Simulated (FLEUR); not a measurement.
# Pt (Im-3m) in FLEUR: a series of runs

The runs below take Pt through band structure, with PBEsol.

All numbers are computed with FLEUR MaX-R8.1 (later development tree); they aren't measurements. Logs are shortened: lines on timing, memory, paths and dates and some standing lists are left out, and cuts for length are marked.

**1. The structure**

It takes space group Im-3m (No. 229, cubic). The conventional cell has a = 3.168 Å, b = 3.168 Å, c = 3.168 Å, α = 90.00°, β = 90.00°, γ = 90.00°. Around Pt (site symmetry m-3m) lie 8 Pt at 2.74 Å.

This isn't the form of Pt at room conditions, which is fcc.

**2. Band structure, PBEsol**

The input, inp.xml:

```xml
<?xml version="1.0" encoding="UTF-8" standalone="no"?>
<fleurInput fleurInputVersion="0.39">
   <comment>
      Pt                                                                                                  
   </comment>
   <calculationSetup>
      <cutoffs Kmax="4.1" Gmax="12.7" GmaxXC="12.7" numbands="0"/>
      <scfLoop itmax="60" minDistance="0.00001" maxIterBroyd="15" imix="Anderson" alpha="0.05" precondParam="0.0" spinf="2.0" sdNocoIR="T"/>
      <coreElectrons ctail="T" frcor="F" kcrel="0" coretail_lmax="0"/>
      <xcFunctional name="PBEs" relativisticCorrections="F"/>
      <magnetism jspins="1"/>
      <soc l_soc="F" theta="0.0" phi="0.0" spav="F"/>
      <expertModes spex="0" secvar="F"/>
      <geometryOptimization l_f="F" forcealpha="1.0" forcemix="BFGS" epsdisp="0.00001" epsforce="0.00001"/>
      <ldaU l_linMix="F" mixParam="0.05" spinf="1.0"/>
   </calculationSetup>
   <cell>
      <bzIntegration valenceElectrons="18.0" mode="hist" fermiSmearingEnergy="0.00183747">
         <kPointListSelection listName="default-1"/>
         <!-- k-points included here -->
         <xi:include xmlns:xi="http://www.w3.org/2001/XInclude" href="kpts.xml"> </xi:include>
      </bzIntegration>
      <!-- symmetry operations included here -->
      <xi:include xmlns:xi="http://www.w3.org/2001/XInclude" href="sym.xml"> </xi:include>
      <bulkLattice scale="1.0">
         <bravaisMatrix>
            <row-1>   -2.9937419211138119     2.9937419211138119     2.9937419211138119</row-1>
            <row-2>    2.9937419211138119    -2.9937419211138119     2.9937419211138119</row-2>
            <row-3>    2.9937419211138119     2.9937419211138119    -2.9937419211138119</row-3>
         </bravaisMatrix>
      </bulkLattice>
   </cell>
   <atomSpecies>
      <species name="Platinum (Pt)" element="Pt" atomicNumber="78">
         <mtSphere radius="2.4" gridPoints="793" logIncrement="0.017"/>
         <atomicCutoffs lmax="10" lnonsphr="10"/>
         <electronConfig flipSpins="F">
            <coreConfig>(1s1/2) (2s1/2) (2p1/2) (2p3/2) (3s1/2) (3p1/2) (3p3/2) (4s1/2) (3d3/2) (3d5/2) (4p1/2) (4p3/2) (4d3/2) (4d5/2) (4f5/2) (4f7/2)</coreConfig>
            <valenceConfig>(5s1/2) (5p1/2) (5p3/2) (6s1/2) (5d3/2) (5d5/2)</valenceConfig>
            <stateOccupation state="(6s1/2)" spinUp="0.500000" spinDown="0.500000"/>
            <stateOccupation state="(5d3/2)" spinUp="1.800000" spinDown="1.800000"/>
            <stateOccupation state="(5d5/2)" spinUp="2.700000" spinDown="2.700000"/>
         </electronConfig>
         <energyParameters s="6" p="6" d="5" f="5"/>
         <lo type="SCLO" l="0" n="5" eDeriv="0"/>
         <lo type="SCLO" l="1" n="5" eDeriv="0"/>
         <lo type="SCLO" l="1" n="5" eDeriv="1"/>
         <lo type="SCLO" l="2" n="5" eDeriv="2"/>
         <lo type="SCLO" l="3" n="5" eDeriv="2"/>
      </species>
   </atomSpecies>
   <atomGroups>
      <atomGroup species="Platinum (Pt)">
         <relPos label="                   1">.0000000000 .0000000000 .0000000000</relPos>
         <force calculate="T" relaxXYZ="TTT"/>
      </atomGroup>
   </atomGroups>
   <output dos="F" band="F" slice="F">
      <checks vchk="F" cdinf="F"/>
      <bandDOS minEnergy="-.5*Htr" maxEnergy="0.5*Htr" sigma="0.015" storeEVData="T"/>
      <vacuumDOS vacdos="F" integ="F" star="F" nstars="0" locx1="0.0" locy1="0.0" locx2="0.0" locy2="0.0" nstm="0" tworkf="0.0"/>
      <unfoldingBand unfoldBand="F" supercellX="1" supercellY="1" supercellZ="1"/>
      <plotting iplot="0" polar="F">
         <plot TwoD="T" vec1="  1.0  0.0  0.0" vec2="  0.0  1.0  0.0" vec3="  0.0  0.0  1.0" zero="  0.0  0.0  0.0" file="plot"/>
      </plotting>
      <chargeDensitySlicing numkpt="0" minEigenval="0.0" maxEigenval="0.0" nnne="0" pallst="F"/>
      <specialOutput eonly="F"/>
      <moessbauerParams electricFieldGradient="T" isomerShift="T" coreHyperfine="T" valenceHyperfine="T"/>
      <magneticCircularDichroism mcd="F" energyLo="-10.0" energyUp="0.0"/>
   </output>
  <!-- We include the file relax.xml here to enable relaxations (see documentation) -->
  <xi:include xmlns:xi="http://www.w3.org/2001/XInclude" href="relax.xml"> <xi:fallback/> </xi:include>
</fleurInput>
```

The input, crystal.txt:

```
Pt
&input cartesian=F /
-1.5842200000  1.5842200000  1.5842200000
1.5842200000  -1.5842200000  1.5842200000
1.5842200000  1.5842200000  -1.5842200000
1.8897261246
1.0 1.0 1.0

1
78 0.0000000000  0.0000000000  0.0000000000

&kpt div1=12 div2=12 div3=12 gamma=T /
```

The input, inp.xml (bands):

```
<?xml version="1.0" encoding="UTF-8" standalone="no"?>
<fleurInput fleurInputVersion="0.39">
   <comment>
      Pt                                                                                                  
   </comment>
   <calculationSetup>
      <cutoffs Kmax="4.1" Gmax="12.7" GmaxXC="12.7" numbands="0"/>
      <scfLoop itmax="60" minDistance="0.00001" maxIterBroyd="15" imix="Anderson" alpha="0.05" precondParam="0.0" spinf="2.0" sdNocoIR="T"/>
      <coreElectrons ctail="T" frcor="F" kcrel="0" coretail_lmax="0"/>
      <xcFunctional name="PBEs" relativisticCorrections="F"/>
      <magnetism jspins="1"/>
      <soc l_soc="F" theta="0.0" phi="0.0" spav="F"/>
      <expertModes spex="0" secvar="F"/>
      <geometryOptimization l_f="F" forcealpha="1.0" forcemix="BFGS" epsdisp="0.00001" epsforce="0.00001"/>
      <ldaU l_linMix="F" mixParam="0.05" spinf="1.0"/>
   </calculationSetup>
   <cell>
      <bzIntegration valenceElectrons="18.0" mode="hist" fermiSmearingEnergy="0.00183747">
         <kPointListSelection listName="path-1"/>
         <!-- k-points included here -->
         <xi:include xmlns:xi="http://www.w3.org/2001/XInclude" href="kpts.xml"> </xi:include>
      </bzIntegration>
      <!-- symmetry operations included here -->
      <xi:include xmlns:xi="http://www.w3.org/2001/XInclude" href="sym.xml"> </xi:include>
      <bulkLattice scale="1.0">
         <bravaisMatrix>
            <row-1>   -2.9937419211138119     2.9937419211138119     2.9937419211138119</row-1>
            <row-2>    2.9937419211138119    -2.9937419211138119     2.9937419211138119</row-2>
            <row-3>    2.9937419211138119     2.9937419211138119    -2.9937419211138119</row-3>
         </bravaisMatrix>
      </bulkLattice>
   </cell>
   <atomSpecies>
      <species name="Platinum (Pt)" element="Pt" atomicNumber="78">
         <mtSphere radius="2.4" gridPoints="793" logIncrement="0.017"/>
         <atomicCutoffs lmax="10" lnonsphr="10"/>
         <electronConfig flipSpins="F">
            <coreConfig>(1s1/2) (2s1/2) (2p1/2) (2p3/2) (3s1/2) (3p1/2) (3p3/2) (4s1/2) (3d3/2) (3d5/2) (4p1/2) (4p3/2) (4d3/2) (4d5/2) (4f5/2) (4f7/2)</coreConfig>
            <valenceConfig>(5s1/2) (5p1/2) (5p3/2) (6s1/2) (5d3/2) (5d5/2)</valenceConfig>
            <stateOccupation state="(6s1/2)" spinUp="0.500000" spinDown="0.500000"/>
            <stateOccupation state="(5d3/2)" spinUp="1.800000" spinDown="1.800000"/>
            <stateOccupation state="(5d5/2)" spinUp="2.700000" spinDown="2.700000"/>
         </electronConfig>
         <energyParameters s="6" p="6" d="5" f="5"/>
         <lo type="SCLO" l="0" n="5" eDeriv="0"/>
         <lo type="SCLO" l="1" n="5" eDeriv="0"/>
         <lo type="SCLO" l="1" n="5" eDeriv="1"/>
         <lo type="SCLO" l="2" n="5" eDeriv="2"/>
         <lo type="SCLO" l="3" n="5" eDeriv="2"/>
      </species>
   </atomSpecies>
   <atomGroups>
      <atomGroup species="Platinum (Pt)">
         <relPos label="                   1">.0000000000 .0000000000 .0000000000</relPos>
         <force calculate="T" relaxXYZ="TTT"/>
      </atomGroup>
   </atomGroups>
   <output dos="F" band="T" slice="F">
      <checks vchk="F" cdinf="F"/>
      <bandDOS minEnergy="-.5*Htr" maxEnergy="0.5*Htr" sigma="0.015" storeEVData="T"/>
      <vacuumDOS vacdos="F" integ="F" star="F" nstars="0" locx1="0.0" locy1="0.0" locx2="0.0" locy2="0.0" nstm="0" tworkf="0.0"/>
      <unfoldingBand unfoldBand="F" supercellX="1" supercellY="1" supercellZ="1"/>
      <plotting iplot="0" polar="F">
         <plot TwoD="T" vec1="  1.0  0.0  0.0" vec2="  0.0  1.0  0.0" vec3="  0.0  0.0  1.0" zero="  0.0  0.0  0.0" file="plot"/>
      </plotting>
      <chargeDensitySlicing numkpt="0" minEigenval="0.0" maxEigenval="0.0" nnne="0" pallst="F"/>
      <specialOutput eonly="F"/>
      <moessbauerParams electricFieldGradient="T" isomerShift="T" coreHyperfine="T" valenceHyperfine="T"/>
      <magneticCircularDichroism mcd="F" energyLo="-10.0" energyUp="0.0"/>
   </output>
  <!-- We include the file relax.xml here to enable relaxations (see documentation) -->
  <xi:include xmlns:xi="http://www.w3.org/2001/XInclude" href="relax.xml"> <xi:fallback/> </xi:include>
</fleurInput>
```

Potentials or basis: all-electron, FLAPW.

Run with:

```bash
$ inpgen -f crystal.txt -profile fastHighL
$ # inp.xml edited to the form shown
$ fleur_MPI
$ fleur_MPI   # second run, on inp.xml (bands)
```

The log of the run:

```text
Welcome to FLEUR        (www.flapw.de)
      MaX-Release 8.1          (www.max-centre.eu)

 ========== k-point set info ==========
 Selected k-point list: default-1
 k-point list type: mesh
 12 x 12 x 12
 Number of k points: 72

 ------------Calculation Setup---------------------------
 Number of MPI-tasks      :            1
 Number of PE/node        :            1
 Number of OMP-threads    :            1
 Most efficient MPI parallelization for:
           1           2           3           4           6           8           9          12          18          24          36          72
 Additional eigenvalue parallelization possible
 Number of basis functions:          175
 Approximate size of matrices (H+S) per k-point:         0.000 GB
 --------------------------------------------------------
 Iteration:     1   Distance:      19.42054860 me/bohr^3
 Iteration:     2   Distance:      17.54201012 me/bohr^3
 Iteration:     3   Distance:       7.42661347 me/bohr^3
 Iteration:     4   Distance:       3.49274537 me/bohr^3
 Iteration:     5   Distance:       3.70834811 me/bohr^3
 Iteration:     6   Distance:       0.26555441 me/bohr^3
 Iteration:     7   Distance:       0.38283842 me/bohr^3
 Iteration:     8   Distance:       0.02025413 me/bohr^3
 Iteration:     9   Distance:       0.01235726 me/bohr^3
 Iteration:    10   Distance:       0.00413999 me/bohr^3
 Iteration:    11   Distance:       0.00030176 me/bohr^3
 Iteration:    12   Distance:       0.00011593 me/bohr^3
 Iteration:    13   Distance:       0.00000147 me/bohr^3

 ********************************************************************
 Run finished successfully
 Stop message:
   all done
 ********************************************************************
```

output (bands):

```text
Welcome to FLEUR        (www.flapw.de)
      MaX-Release 8.1          (www.max-centre.eu)

 ========== k-point set info ==========
 Selected k-point list: path-1
 k-point list type: path
 Number of k points: 60

 ------------Calculation Setup---------------------------
 Number of MPI-tasks      :            1
 Number of PE/node        :            1
 Number of OMP-threads    :            1
 Most efficient MPI parallelization for:
           1           2           3           4           5           6          10          12          15          20          30          60
 Additional eigenvalue parallelization possible
 Number of basis functions:          175
 Approximate size of matrices (H+S) per k-point:         0.000 GB
 --------------------------------------------------------
 Fermi energy correction for metals:
 Fermi energy in bands.* files may not be consistent with last density.
 Please correct it manually (e.g. in band.gnu file).

 Note: Band structure data (together with different weights) is also stored in the banddos.hdf file.
       A convenient way of extracting and plotting the data from that file is by making use of the

 ********************************************************************
 Run finished successfully
 Stop message:
   Charge density postprocessing done.
 ********************************************************************
```

out.xml (last iteration):

```text
<iteration numberForCurrentRun="   13" overallNumber="   13">
         <energyParameters units="Htr">
            <atomicEP atomType="1" spin="1" branch="6s" branchLowest="-3.09" branchHighest="1.92" value="0.3185923685"/>
            <atomicEP atomType="1" spin="1" branch="6p" branchLowest="-1.37" branchHighest="2.93" value="0.4800779768"/>
            <atomicEP atomType="1" spin="1" branch="5d" branchLowest="-10.61" branchHighest="0.71" value="0.4062729259"/>
            <atomicEP atomType="1" spin="1" branch="5f" branchLowest="-1.94" branchHighest="2.83" value="0.7682599812"/>
            <loAtomicEP atomType="1" spin="1" branch="5s" branchLowest="-24.85" branchHighest="-3.09" value="-3.1002509062"/>
            <loAtomicEP atomType="1" spin="1" branch="5p" branchLowest="-18.41" branchHighest="-1.37" value="-1.4546780794"/>
            <loAtomicEP atomType="1" spin="1" branch="5p" branchLowest="-18.41" branchHighest="-1.37" value="-1.4546780794"/>
            <loAtomicEP atomType="1" spin="1" branch="5d" branchLowest="-10.61" branchHighest="0.71" value="0.3922684510"/>
            <loAtomicEP atomType="1" spin="1" branch="5f" branchLowest="-1.94" branchHighest="2.83" value="0.7682514219"/>
         </energyParameters>
         <eigenvalues>
            <eigenvaluesAt spin="1" ikpt="1" k_x="0.00000000" k_y="0.00000000" k_z="0.00000000">
                      -3.1012469498       -1.4074995354       -1.4074995354       -1.4074995354        0.1552957420
                       0.3777976302        0.3777976302        0.3777976302        0.4695905576        0.4695905576
                       1.1294698982        1.1294698982        1.1294698982        1.4926757129        1.4926757129
            </eigenvaluesAt>
            <eigenvaluesAt spin="1" ikpt="2" k_x="0.00000000" k_y="0.00000000" k_z="0.08333333">
                      -3.1011774334       -1.4085094452       -1.4078543484       -1.4074919665        0.1656069041
                       0.3738009665        0.3777463473        0.3860425086        0.4645803452        0.4698765555
                       1.1337008714        1.1365525987        1.1444297021        1.3929738541        1.4116140516
            </eigenvaluesAt>
            <eigenvaluesAt spin="1" ikpt="3" k_x="0.00000000" k_y="0.00000000" k_z="0.16666667">
                      -3.1009873194       -1.4112507665       -1.4088201789       -1.4074728143        0.1944042937
                       0.3633352618        0.3767574535        0.4099299286        0.4558258190        0.4709983960
                       1.1246734778        1.1299386689        1.1869507462        1.3292222411        1.3337393460
            </eigenvaluesAt>
[... 37 lines left out ...]
         </allElectronCharges>
         <moessbauerParams unitsHFF="kG" unitsIS="e/bohr^3" unitsEFG="Htr/bohr^2">
            <coreIsomerShift atomType="1" isTotal="2122818.43916">
               <shell n="1" l="0" isomerShift="1762163.31798"/>
               <shell n="2" l="0" isomerShift="261755.02569"/>
               <shell n="2" l="1" isomerShift="18248.84465"/>
               <shell n="3" l="0" isomerShift="59707.45614"/>
               <shell n="3" l="1" isomerShift="4664.29318"/>
               <shell n="4" l="0" isomerShift="15118.36858"/>
               <shell n="3" l="2" isomerShift="0.00190"/>
               <shell n="4" l="1" isomerShift="1161.13055"/>
               <shell n="4" l="2" isomerShift="0.00050"/>
               <shell n="4" l="3" isomerShift="0.00000"/>
            </coreIsomerShift>
            <isomerShift atomType="1" nucleusRadius="0.0001370" averageDensity="2125897.52436"/>
            <electricFieldGradient atomType="1" VXX="0.00000" VYY="0.00000" VZZ="0.00000" asymParam="0.00000">
            </electricFieldGradient>
         </moessbauerParams>
         <totalEnergy                                    value="   -18441.5813843215" units="Htr">
            <sumOfEigenvalues                            value="   -11316.3211233229">
               <coreElectrons value="-11305.5345089044"/>
               <valenceElectrons value="-10.7866144185"/>
            </sumOfEigenvalues>
            <densityCoulombPotentialIntegral value="-31955.4476184925"/>
            <densityEffectivePotentialIntegral value="-32419.2894319234"/>
            <chargeDenXCDenIntegral value="-352.1219634966"/>
            <FockExchangeEnergyValence value="0.0000000000"/>
            <FockExchangeEnergyCore value="0.0000000000"/>
            <atomTypeDependentContributions atomType="1">
               <electronNucleiInteractionDifferentMTs value="23164.8893972975"/>
               <MadelungTerm value="-49.8145228816"/>
            </atomTypeDependentContributions>
            <tkbTimesEntropy value="0.0002283914"/>
            <freeEnergy value="-18441.5816127129"/>
            <extrapolationTo0K value="-18441.5814985172"/>
         </totalEnergy>
         <densityConvergence units="me/bohr^3">
            <chargeDensity spin="1" distance="0.0000014732"/>
         </densityConvergence>
      </iteration>
```

It took 14 s on 1 thread of Arm Neoverse V2, shared host; peak memory 0.06 GiB.

What came out:

* Free energy: -501821.0003 eV
* Band gap along the path: none (metal or under the smearing width)
* Valence electrons inside the program's atomic spheres: Pt 16.09 (radii Pt 2.4 bohr)

Levels at the corners of the path, in eV from the Fermi level:
```tsv
point	band 5	band 6	band 7	band 8	band 9	band 10	band 11	band 12	band 13	band 14
Γ	-9.45	-3.40	-3.40	-3.40	-0.90	-0.90	17.06	17.06	17.06	26.94
H	-5.97	-5.97	0.60	0.60	0.60	7.65	7.65	7.65	12.72	18.92
N	-6.48	-4.81	-1.09	-0.58	0.28	1.12	6.29	13.25	15.80	23.89
Γ	-9.45	-3.40	-3.40	-3.40	-0.90	-0.90	17.06	17.06	17.06	26.94
P	-4.20	-4.20	-4.20	-0.51	-0.51	4.74	9.39	9.39	9.39	27.79
H	-5.97	-5.97	0.60	0.60	0.60	7.65	7.65	7.65	12.72	18.92
P	-4.20	-4.20	-4.20	-0.51	-0.51	4.74	9.39	9.39	9.39	27.79
N	-6.48	-4.81	-1.09	-0.58	0.28	1.12	6.29	13.25	15.80	23.89
```

Core levels (eV from the Fermi level):
| atom | levels |
| --- | --- |
| 1 Pt | 1s1/2 -78284.2, 2s1/2 -13739.4, 2p1/2 -13167.6, 2p3/2 -11439.3, 3s1/2 -3224.2, 3p1/2 -2967.8, 3p3/2 -2588.0, 4s1/2 -689.8, 3d3/2 -2161.4, 3d5/2 -2079.5, 4p1/2 -581.2, 4p3/2 -490.6, 4d3/2 -312.7, 4d5/2 -295.8, 4f5/2 -68.5, 4f7/2 -65.0 |

Caveat: spin-orbit coupling is left out, which moves the levels of the heavy elements.

**3. Band structure, PBEsol, spin-orbit coupling, no magnetisation**

Edit inp.xml of step 2 so:

```diff
@@ -6,3 +6,3 @@
    <calculationSetup>
-      <cutoffs Kmax="4.1" Gmax="12.7" GmaxXC="12.7" numbands="0"/>
+      <cutoffs Kmax="4.1" Gmax="12.7" GmaxXC="12.7" numbands="all"/>
       <scfLoop itmax="60" minDistance="0.00001" maxIterBroyd="15" imix="Anderson" alpha="0.05" precondParam="0.0" spinf="2.0" sdNocoIR="T"/>
@@ -11,3 +11,3 @@
       <magnetism jspins="1"/>
-      <soc l_soc="F" theta="0.0" phi="0.0" spav="F"/>
+      <soc l_soc="T" theta="0.0" phi="0.0" spav="F"/>
       <expertModes spex="0" secvar="F"/>
```

Edit crystal.txt of step 2 so:

```diff
@@ -11,2 +11,3 @@
 
-&kpt div1=12 div2=12 div3=12 gamma=T /
+&soc 0.0 0.0 /
+&kpt div1=9 div2=9 div3=9 gamma=T /
```

Edit inp.xml (bands) of step 2 so:

```diff
@@ -6,3 +6,3 @@
    <calculationSetup>
-      <cutoffs Kmax="4.1" Gmax="12.7" GmaxXC="12.7" numbands="0"/>
+      <cutoffs Kmax="4.1" Gmax="12.7" GmaxXC="12.7" numbands="all"/>
       <scfLoop itmax="60" minDistance="0.00001" maxIterBroyd="15" imix="Anderson" alpha="0.05" precondParam="0.0" spinf="2.0" sdNocoIR="T"/>
@@ -11,3 +11,3 @@
       <magnetism jspins="1"/>
-      <soc l_soc="F" theta="0.0" phi="0.0" spav="F"/>
+      <soc l_soc="T" theta="0.0" phi="0.0" spav="F"/>
       <expertModes spex="0" secvar="F"/>
```

Potentials or basis: all-electron, FLAPW.

Run with:

```bash
$ inpgen -f crystal.txt -profile fastHighL
$ # inp.xml edited to the form shown
$ fleur_MPI
$ fleur_MPI   # second run, on inp.xml (bands)
```

It took 3.9 min on 1 thread of Arm Neoverse V2, shared host; peak memory 0.16 GiB.

Results (log left out):

```
Free energy                                           : -501823.2522 eV
Band gap along the path                               : none (metal or under the smearing width)
Valence electrons inside the program's atomic spheres : Pt 16.08 (radii Pt 2.4 bohr)
```

Levels at the corners of the path, in eV from the Fermi level:
```csv
point,band 16,band 17,band 18,band 19,band 20,band 21
Γ,-2.94,-0.82,-0.82,-0.82,-0.82,17.01
H,0.20,1.23,1.23,6.11,6.11,8.41
N,-0.65,0.22,0.22,1.17,1.17,6.28
Γ,-2.94,-0.82,-0.82,-0.82,-0.82,17.01
P,-0.53,-0.53,-0.53,4.69,4.69,8.85
H,0.20,1.23,1.23,6.11,6.11,8.41
P,-0.53,-0.53,-0.53,4.69,4.69,8.85
N,-0.65,0.22,0.22,1.17,1.17,6.28
```

Core levels (eV from the Fermi level):
| atom | levels |
| --- | --- |
| 1 Pt | 1s1/2 -78284.3, 2s1/2 -13739.5, 2p1/2 -13167.7, 2p3/2 -11439.4, 3s1/2 -3224.3, 3p1/2 -2967.9, 3p3/2 -2588.0, 4s1/2 -689.9, 3d3/2 -2161.5, 3d5/2 -2079.6, 4p1/2 -581.2, 4p3/2 -490.7, 4d3/2 -312.8, 4d5/2 -295.9, 4f5/2 -68.6, 4f7/2 -65.1 |
